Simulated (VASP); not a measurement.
**A slab model of CdF2 (111), 2 units**

Aim: model CdF2 (111), 2 units by a slab and find how far its highest filled level lies below the vacuum.

Calculated with VASP 6.6.1; PBE; plane waves and PAW (F, Cd).

Most raw output is cut from this account.

**1. Starting point**

The cell holds 6 atoms: 4 F and 2 Cd. Its edges and angles: a = 3.811 Å, b = 3.811 Å, c = 22.668 Å, α = 90.0°, β = 90.0°, γ = 120.0°. It derives from CdF2 (fluorite CdF2). Vacuum lies along c.

**2. Relaxing the slab**

All atoms relax at the fixed cell.

Contents of INCAR:

```
SYSTEM = CdF2
PREC = Normal
ENCUT = 400
EDIFF = 1E-05
NELM = 120
ISMEAR = 0
SIGMA = 0.05
LREAL = .FALSE.
ALGO = Fast
GGA = PE
NBANDS = 32
LORBIT = 11
LWAVE = .FALSE.
LCHARG = .FALSE.
KPAR = 2
LASPH = .TRUE.
IBRION = 2
NSW = 40
ISIF = 2
EDIFFG = -0.03
POTIM = 0.4
MAXMIX = 40
IDIPOL = 3
LDIPOL = .TRUE.
DIPOL = 0.5 0.5 0.5
```

Contents of POSCAR:

```
CdF2
1.0
    3.8113055500      0.0000000000      0.0000000000
   -1.9056527800      3.3006874300      0.0000000000
    0.0000000000      0.0000000000     22.6678769264
F Cd
4 2
Direct
    0.6666666700      0.3333333300      0.3970376242
    0.0000000000      0.0000000000      0.4656792081
    0.3333333300      0.6666666700      0.5343207919
    0.6666666700      0.3333333300      0.6029623758
    0.3333333300      0.6666666700      0.4313584161
    0.0000000000      0.0000000000      0.5686415839
```

Contents of KPOINTS:

```
Automatic mesh
0
Gamma
12 12 1
0 0 0
```

The projector-augmented-wave data sets are F and Cd (PBE family, release 64).

The run is started by

```sh
$ mpirun -np 2 vasp_std
```

Run time: 3.4 min. Hardware: 2 MPI ranks of AMD EPYC 7R43, shared host; peak memory 0.48 GiB.

The gap is read on the k-mesh alone, so it is an upper bound where the band edges lie off the mesh. The run keeps the 12 symmetry operations of its start, so it cannot find a distortion of lower symmetry.

The steps of the relaxation:

| step | energy less that of the first step (eV) | largest force (eV/Å) |
| --- | --- | --- |
| 1 | 0.0000 | 0.3153 |
| 2 | -0.0109 | 0.3036 |
| 3 | -0.0367 | 0.2411 |
| 4 | -0.0563 | 0.1740 |
| 5 | -0.0608 | 0.0335 |
| 6 | -0.0609 | 0.0223 |

The atoms that moved most (Å):

| atom | dx | dy | dz | length |
| --- | --- | --- | --- | --- |
| F1 | 0.000 | 0.000 | -0.141 | 0.141 |
| F4 | 0.000 | 0.000 | 0.141 | 0.141 |
| Cd5 | 0.000 | 0.000 | -0.075 | 0.075 |
| Cd6 | 0.000 | 0.000 | 0.075 | 0.075 |
| F3 | 0.000 | 0.000 | 0.026 | 0.026 |
| F2 | 0.000 | 0.000 | -0.026 | 0.026 |

Final coordinates:

```xyz
6
Lattice="3.8113 0.0000 0.0000 -1.9057 3.3007 0.0000 0.0000 0.0000 22.6679" Properties=species:S:1:pos:R:3
F     1.9057    1.1002    8.8587
F     0.0000    0.0000   10.5301
F     0.0000    2.2005   12.1378
F     1.9057    1.1002   13.8091
Cd    0.0000    2.2005    9.7029
Cd    0.0000    0.0000   12.9650
```

This step gave:

* electronic cycles: 54
* electrons: 52
* free energy (TOTEN): -21.46 eV
* Fermi energy: -6.251 eV
* labelled metallic, from the levels on this mesh: no
* dipole moment: 0, 0, -3.00e-6 e·Å
* gap on the k-mesh: 3.253 eV
* least direct gap on the k-mesh: 3.489 eV

The run ended after 6 ionic steps, 0.061 eV below its first step, once the forces on the free atoms met EDIFFG = -0.03.

Only the dipole across the slab is computed (IDIPOL = 3); zeros along the plane are no results.

**3. Potential and states of the slab**

A static run writes the electrostatic potential without exchange and correlation (LVHAR), which is flat in the vacuum and gives the level to count from. The dipole correction cancels the field that unlike faces would set up across the vacuum.

Contents of INCAR:

```
SYSTEM = CdF2
PREC = Normal
ENCUT = 400
EDIFF = 1E-06
NELM = 120
ISMEAR = 0
SIGMA = 0.05
LREAL = .FALSE.
ALGO = Fast
GGA = PE
NBANDS = 42
LORBIT = 11
LWAVE = .FALSE.
LCHARG = .TRUE.
LASPH = .TRUE.
IDIPOL = 3
LDIPOL = .TRUE.
DIPOL = 0.5 0.5 0.5
LVHAR = .TRUE.
LVACPOTAV = .TRUE.
LELF = .TRUE.
NEDOS = 1500
```

Contents of POSCAR:

```
CdF2
1.0
    3.8113055500      0.0000000000      0.0000000000
   -1.9056527800      3.3006874300      0.0000000000
    0.0000000000      0.0000000000     22.6678769264
F Cd
4 2
Direct
    0.6666666700      0.3333333300      0.3908063089
    0.0000000000      0.0000000000      0.4645373040
    0.3333333300      0.6666666700      0.5354626960
    0.6666666700      0.3333333300      0.6091936911
    0.3333333300      0.6666666700      0.4280468533
    0.0000000000      0.0000000000      0.5719531467
```

KPOINTS is that of step 2.

Contents of KPOINTS_OPT:

```
Line mode
14
Line-mode
Reciprocal
  0.00000000   0.00000000   0.00000000 GAMMA
  0.50000000   0.00000000   0.00000000 M

  0.50000000   0.00000000   0.00000000 M
  0.33333333   0.33333333   0.00000000 K

  0.33333333   0.33333333   0.00000000 K
  0.00000000   0.00000000   0.00000000 GAMMA
```

The run is started by

```sh
$ mpirun -np 2 vasp_std
```

Elapsed: 3 min, on 2 MPI ranks; peak memory 0.44 GiB.

This step gave:

```yaml
electronic_cycles: 19
fermi_energy: -6.262 eV
least_gap_on_mesh_and_path: 3.254 eV
least_direct_gap_on_mesh_and_path: 3.490 eV
vacuum_levels: 1.924, 1.924 eV
ionisation_potentials_of_the_upper_and_lower_face: 8.405, 8.405 eV
electron_affinities_of_the_upper_and_lower_face: 5.150, 5.150 eV
```

Electronic bands along the path, in eV, zero at the valence-band top; v1 is the highest filled band, c1 the lowest empty one:

| point | v4 | v3 | v2 | v1 | c1 | c2 | c3 | c4 |
| --- | --- | --- | --- | --- | --- | --- | --- | --- |
| Γ | -0.25 | -0.25 | -0.24 | -0.24 | 3.25 | 4.57 | 7.55 | 8.18 |
| 0.54 of the way | -0.34 | -0.29 | -0.20 | -0.10 | 4.92 | 5.71 | 8.47 | 8.98 |
| M | -0.36 | -0.23 | -0.14 | 0.00 | 6.64 | 6.83 | 9.15 | 9.27 |
| 0.54 of the way | -0.35 | -0.27 | -0.13 | -0.07 | 6.81 | 6.97 | 9.63 | 9.68 |
| K | -0.27 | -0.21 | -0.21 | -0.09 | 7.05 | 7.05 | 10.36 | 10.37 |
| 0.46 of the way | -0.40 | -0.27 | -0.26 | -0.07 | 5.33 | 6.02 | 8.78 | 9.21 |
| Γ | -0.25 | -0.25 | -0.24 | -0.24 | 3.25 | 4.57 | 7.55 | 8.18 |

Of the projections kept (F, Cd), the largest for each band there; the rest of the weight can lie on other orbitals:

| point | v4 | v3 | v2 | v1 | c1 | c2 | c3 | c4 |
| --- | --- | --- | --- | --- | --- | --- | --- | --- |
| Γ | F 0.76 | F 0.76 | F 0.76 | F 0.76 | Cd 0.72 | Cd 0.63 | F 0.57 | Cd 0.57 |
| M | F 0.99 | F 0.95 | F 0.82 | F 0.86 | Cd 0.61 | Cd 0.65 | Cd 0.74 | F 0.58 |
| K | F 0.94 | F 0.91 | F 0.91 | F 0.94 | Cd 0.63 | Cd 0.63 | F 0.60 | Cd 0.58 |
| Γ | F 0.76 | F 0.76 | F 0.76 | F 0.76 | Cd 0.72 | Cd 0.63 | F 0.57 | Cd 0.57 |

The density of states has structure finer than the step of the table below, so its rows give means over 1 eV, whole bins alone (the curve runs from -12.0 to 11.2 eV). Peaks (eV: height): total -5.1: 23.7, -4.5: 44.0, -1.6: 11.7, -0.3: 24.0; F p -2.9: 3.81, -1.6: 7.65, -0.9: 7.04, -0.3: 17.6; Cd s -2.9: 0.764, 5.8: 0.810, 6.5: 1.37, 6.8: 2.29; Cd p 9.2: 0.619, 9.6: 0.642, 9.9: 0.514, 11.0: 0.598; Cd d -5.1: 18.7, -4.5: 41.1.

Means over bins of 0.080 eV. Density of states against energy, zero at the valence-band top; means over each step; values in states/eV/cell:

| energy (eV) | total | F p | Cd s | Cd p | Cd d |
| --- | --- | --- | --- | --- | --- |
| -6 | 0.00343 | 4.7e-4 | 0 | 0 | 0.00256 |
| -5 | 16.8 | 1.06 | 0.0171 | 0.0131 | 14.4 |
| -4 | 3.25 | 0.0501 | 0.00139 | 6.6e-4 | 3.04 |
| -3 | 2.73 | 1.46 | 0.270 | 0.0118 | 0.230 |
| -2 | 6.23 | 3.92 | 0.116 | 0.170 | 0.449 |
| -1 | 6.24 | 4.35 | 0.0325 | 0.113 | 0.402 |
| 0 | 8.82 | 6.52 | 0.00216 | 0.0100 | 0.826 |
| 1 | 0 | 0 | 0 | 0 | 0 |
| 2 | 0 | 0 | 0 | 0 | 0 |
| 3 | 0.0750 | 0.00553 | 0.0266 | 1.8e-4 | 3.1e-4 |
| 4 | 0.312 | 0.0423 | 0.105 | 0.00266 | 0.00147 |
| 5 | 0.842 | 0.150 | 0.268 | 0.0173 | 0.00336 |
| 6 | 1.34 | 0.296 | 0.474 | 0.0255 | 0.00716 |
| 7 | 1.44 | 0.356 | 0.595 | 0.0171 | 0.00877 |
| 8 | 0.824 | 0.0586 | 0.0187 | 0.0449 | 0.00270 |
| 9 | 2.81 | 0.157 | 0.0970 | 0.226 | 0.00875 |
| 10 | 4.23 | 0.269 | 0.162 | 0.375 | 0.0162 |

The planar average of the electrostatic potential oscillates, so the rows of the table below give means over windows of 1 Å about each position, cut where the curve ends. Its maxima inside the range that stand out by 2 % of the span (Å: eV): 9.6: 0.900, 11.3: 6.53, 13.1: 0.899. Its minima: 9.0: -1.33, 10.3: -1.44, 12.3: -1.44, 13.7: -1.33.

Zero at the Fermi level. Table of planar average of the electrostatic potential by height; means over each step:

| height (Å) | planar average of the electrostatic potential (eV) |
| --- | --- |
| 0 | 8.19 |
| 1 | 8.19 |
| 2 | 8.19 |
| 3 | 8.19 |
| 4 | 8.19 |
| 5 | 8.19 |
| 6 | 8.18 |
| 7 | 8.15 |
| 8 | 6.95 |
| 9 | 0.0237 |
| 10 | -0.0576 |
| 11 | 3.76 |
| 12 | 1.23 |
| 13 | 0.342 |
| 14 | 1.84 |
| 15 | 7.84 |
| 16 | 8.17 |
| 17 | 8.18 |
| 18 | 8.19 |
| 19 | 8.19 |
| 20 | 8.19 |
| 21 | 8.19 |
| 22 | 8.19 |

Density of states in the PAW spheres, an atom over height of the layer and energy from the Fermi level.

Ten even steps from '_' (0.0 states/eV) to '@' (9.9 states/eV), each cell a mean:
```
____________
____________
--__::::__--
::________::
..________..
..__....__..
..__....__..
____________
____________
____________
____________
____________
____________
__@@____@@__
__##____##__
__==____==__
____________
____________
____________
____________
____________
____________
```
Columns: height of the layer (Å) from 8.9 to 13.8 (not evenly spaced); rows upwards: energy from the Fermi level (eV) from -7.9 to 0.5.

ELF in the ca plane at fractional y = 0.000, with atoms of F and Cd within 0.2 Å of it. It is the smooth field of the valence electrons, not physical close to the nuclei.

Ten even steps from '0' (0.00 × 1e-1) to '9' (8.03 × 1e-1), each cell a mean:
```
00000000000000000003002699994120002210000000
00000000000000000300000279972022122100000000
00000000000000000010000013310001111001200000
00000000000000002211110000000110001110000000
00000000000000000112211111001331013432100000
00000000000000000111210110001221002321020000
00000000000000000301100001100000100110000000
00000000000000000000000147741012221000010000
00000000000000000000001499983121012200000000
00000000000000000002033797894120002210000000
```
Columns run along c (16.0 Å, from fractional 0.06 to 0.76 of the cell), rows up along a (3.8 Å). Atoms in or near the plane, at fractional coordinates: F at (0.46, 0.00), Cd at (0.57, 0.00).

Electrostatic potential energy in the ca plane at fractional y = 0.000, with atoms of F and Cd within 0.2 Å of it. With pseudopotentials it is smooth inside the atoms' cores, unlike the true potential.

Values in eV, 6 rows by 16 columns, each cell a mean:
```
  2   2   2   2   2   2   2   1  -1 -13  -4 -15 -14  -2   1   2
  2   2   2   2   2   2   2   0  -2  -1   0  -7  -6   0   2   2
  2   2   2   2   2   2   2   0  -6  -3   1   0   0   2   2   2
  2   2   2   2   2   2   2   0  -5  -2   1  -1  -1   1   2   2
  2   2   2   2   2   2   2   1  -1  -3  -1 -10  -9   0   2   2
  2   2   2   2   2   2   2   1  -2 -16  -5 -15 -15  -2   1   2
```
Columns run along c (16.0 Å, from fractional 0.06 to 0.76 of the cell; values clipped at the 3rd and 97th percentile), rows up along a (3.8 Å). Atoms in or near the plane, at fractional coordinates: F at (0.46, 0.00), Cd at (0.57, 0.00).

Valence density in the ca plane at fractional y = 0.000, with atoms of F and Cd within 0.2 Å of it. It is the smooth field of the valence electrons, not physical close to the nuclei.

Values in units of 1e0 e/Å³, 6 rows by 16 columns, each cell a mean:
```
0.0 0.0 0.0 0.0 0.0 0.0 0.0 0.0 0.4 4.4 0.4 3.2 2.5 0.1 0.0 0.0
0.0 0.0 0.0 0.0 0.0 0.0 0.0 0.0 0.1 0.3 0.1 0.4 0.3 0.0 0.0 0.0
0.0 0.0 0.0 0.0 0.0 0.0 0.0 0.1 0.2 0.1 0.1 0.1 0.1 0.1 0.0 0.0
0.0 0.0 0.0 0.0 0.0 0.0 0.0 0.1 0.2 0.1 0.1 0.1 0.1 0.0 0.0 0.0
0.0 0.0 0.0 0.0 0.0 0.0 0.0 0.0 0.2 0.7 0.1 0.8 0.6 0.0 0.0 0.0
0.0 0.0 0.0 0.0 0.0 0.0 0.0 0.0 0.5 6.9 0.6 4.4 3.5 0.1 0.0 0.0
```
Columns run along c (16.0 Å, from fractional 0.06 to 0.76 of the cell), rows up along a (3.8 Å). Atoms in or near the plane, at fractional coordinates: F at (0.46, 0.00), Cd at (0.57, 0.00).

The map of layer states is cut here 0.5 eV above the Fermi level, so it leaves out the states above that.

The vacuum level lies 8.40 eV above the highest filled level at the upper face; both faces agree, as the slab has next to no dipole.

The program found no field-free point at its default tolerance, and its printed vacuum level lies off the flat part of the planar average, by -0.02 eV at the upper face; the levels here are read from the flat part.

**4. The slab in a field, field -0.1**

A field across the slab, with the atoms held, gives the electronic response: the dipole changes linearly with the field, and the energy has a linear term from the slab's own dipole and a quadratic one from its polarisability.

Contents of INCAR:

```
SYSTEM = CdF2
PREC = Normal
ENCUT = 400
EDIFF = 1E-06
NELM = 120
ISMEAR = 0
SIGMA = 0.05
LREAL = .FALSE.
ALGO = Fast
GGA = PE
NBANDS = 32
LORBIT = 11
LWAVE = .FALSE.
LCHARG = .FALSE.
KPAR = 2
LASPH = .TRUE.
IDIPOL = 3
LDIPOL = .TRUE.
DIPOL = 0.5 0.5 0.5
EFIELD = -0.1
LVHAR = .TRUE.
```

POSCAR is that of step 3.

KPOINTS is that of step 3.

The run is started by

```sh
$ mpirun -np 2 vasp_std
```

The job ended after 98 s (2 MPI ranks; peak memory 0.45 GiB; 3.2 min of CPU time).

This step gave:

```yaml
fermi_energy: -6.208 eV
dipole_moment: 0, 0, -0.02936 e·Å
gap_on_the_k_mesh: 3.228 eV
least_direct_gap_on_the_k_mesh: 3.426 eV
```

The planar average of the electrostatic potential oscillates, so the rows of the table below give means over windows of 1 Å about each position, cut where the curve ends. Its maxima inside the range that stand out by 2 % of the span (Å: eV): 7.1: 7.89, 9.6: 0.785, 11.3: 6.48, 13.1: 0.904, 22.3: 9.01. Its minima: 0.4: 7.25, 9.0: -1.46, 10.3: -1.54, 12.3: -1.46, 13.7: -1.31.

Zero at the Fermi level. The planar average of the electrostatic potential by height; means over each step:

| height (Å) | planar average of the electrostatic potential (eV) |
| --- | --- |
| 0 | 7.51 |
| 1 | 7.31 |
| 2 | 7.41 |
| 3 | 7.51 |
| 4 | 7.61 |
| 5 | 7.71 |
| 6 | 7.81 |
| 7 | 7.88 |
| 8 | 6.76 |
| 9 | -0.110 |
| 10 | -0.162 |
| 11 | 3.69 |
| 12 | 1.20 |
| 13 | 0.345 |
| 14 | 1.87 |
| 15 | 7.95 |
| 16 | 8.37 |
| 17 | 8.49 |
| 18 | 8.59 |
| 19 | 8.69 |
| 20 | 8.79 |
| 21 | 8.89 |
| 22 | 8.95 |

Force by atom:

| atom | x (eV/Å) | y (eV/Å) | z (eV/Å) | size |
| --- | --- | --- | --- | --- |
| F1 | 0.0000 | 0.0000 | -0.0280 | 0.0280 |
| F2 | 0.0000 | 0.0000 | -0.0676 | 0.0676 |
| F3 | 0.0000 | 0.0000 | -0.0207 | 0.0207 |
| F4 | 0.0000 | 0.0000 | -0.0488 | 0.0488 |
| Cd5 | 0.0000 | 0.0000 | 0.0755 | 0.0755 |
| Cd6 | 0.0000 | 0.0000 | 0.0896 | 0.0896 |

VASP counts the dipole in electrons times Å, so a positive number points the physical dipole along −c. A positive EFIELD is likewise a physical field along −c.

Energy at zero smearing: -21.46329 eV.

**5. The slab in a field, field 0.1**

Edit INCAR of step 4 so:

```diff
@@ -19,3 +19,3 @@
 DIPOL = 0.5 0.5 0.5
-EFIELD = -0.1
+EFIELD = 0.1
 LVHAR = .TRUE.
```

POSCAR is that of step 4.

KPOINTS is that of step 4.

The run is started by

```sh
$ mpirun -np 2 vasp_std
```

It took 94 s on 2 MPI ranks; peak memory 0.45 GiB; 3.1 min of CPU time.

This step gave:

- Fermi energy: -6.241 eV
- dipole moment: 0, 0, 0.02936 e·Å

Zero at the Fermi level. Table of planar average of the electrostatic potential by height:

| height (Å) | planar average of the electrostatic potential (eV) |
| --- | --- |
| 0.0 | 8.17 |
| 0.5 | 9.04 |
| 1.0 | 8.99 |
| 1.5 | 8.94 |
| 2.0 | 8.89 |
| 2.5 | 8.84 |
| 3.0 | 8.79 |
| 3.5 | 8.74 |
| 4.0 | 8.69 |
| 4.5 | 8.64 |
| 5.0 | 8.59 |
| 5.5 | 8.54 |
| 6.0 | 8.48 |
| 6.5 | 8.43 |
| 7.0 | 8.36 |
| 7.5 | 8.22 |
| 8.0 | 7.61 |
| 8.5 | 3.41 |
| 9.0 | -1.25 |
| 9.5 | 0.849 |
| 10.0 | 0.320 |
| 10.5 | -1.05 |
| 11.0 | 4.61 |
| 11.5 | 6.13 |
| 12.0 | 0.234 |
| 12.5 | -0.854 |
| 13.0 | 0.811 |
| 13.5 | -1.06 |
| 14.0 | 0.969 |
| 14.5 | 6.78 |
| 15.0 | 7.80 |
| 15.5 | 7.92 |
| 16.0 | 7.90 |
| 16.5 | 7.86 |
| 17.0 | 7.81 |
| 17.5 | 7.76 |
| 18.0 | 7.71 |
| 18.5 | 7.66 |
| 19.0 | 7.61 |
| 19.5 | 7.56 |
| 20.0 | 7.51 |
| 20.5 | 7.46 |
| 21.0 | 7.41 |
| 21.5 | 7.36 |
| 22.0 | 7.31 |
| 22.5 | 7.63 |

Force by atom:

| atom | x (eV/Å) | y (eV/Å) | z (eV/Å) | size |
| --- | --- | --- | --- | --- |
| F1 | 0.0000 | 0.0000 | 0.0481 | 0.0481 |
| F2 | 0.0000 | 0.0000 | 0.0185 | 0.0185 |
| F3 | 0.0000 | 0.0000 | 0.0655 | 0.0655 |
| F4 | 0.0000 | 0.0000 | 0.0274 | 0.0274 |
| Cd5 | 0.0000 | 0.0000 | -0.0868 | 0.0868 |
| Cd6 | 0.0000 | 0.0000 | -0.0727 | 0.0727 |

Energy at zero smearing: -21.46329 eV.

**6. Putting the energies together**

This step: slab, PBE; plane waves and PAW (VASP 6.6.1).

No new run; the numbers come from the runs before.

Numbers from this step:

| Property | Result |
| --- | --- |
| polarisability per area of the slab or monolayer | 0.3360 Å |
| ionisation potential at the upper face | 8.404 eV |

VASP counts both for electrons: a positive EFIELD is a field along -c, and a positive dipole, in electrons times A, points along -c. Field, by row:

| EFIELD (eV/Å) | dipole along z (e Å) | energy change (eV) |
| --- | --- | --- |
| -0.1 | -0.02936 | -0.001484 |
| 0 | -3.00e-6 | 0 |
| 0.1 | 0.02936 | -0.001484 |

The polarisability is the slope of the dipole against the field, as a volume for each unit of area.

**7. Summary of results**

```yaml
ionisation_potential_of_the_slab: 8.40 eV
polarisability_per_area_of_the_slab_or_monolayer: 0.336 Å
```

**Reading.** The ionisation potential is 8.40 eV at both faces. The atom that ends on top (F) moved outwards by 0.14 Å, counted from the mean of all atoms. Semilocal band edges put the ionisation potential too low and the gap too small. The cell in the plane was kept as given and was not relaxed here. The slab has a gap, so the level below the vacuum is counted from the highest filled level.

[Lines on the potential files, build, host, timing and source positions are cut from VASP's logs without a mark.]

[Logs are printed without paths, hosts, clocks, repeated set-up lines and the standing remarks that a program may print on its own settings, such as how far it seeks lower states.]

[Hosts, paths, dates, database ids (printed as entryN), source tags and the programs' standing remarks are cut or masked in the printed files.]

[In band tables of VASP the shares of atoms and orbitals are scaled to a sum of 1 inside the atoms' spheres.]

[Runs that stopped without an error message from VASP are left out.]
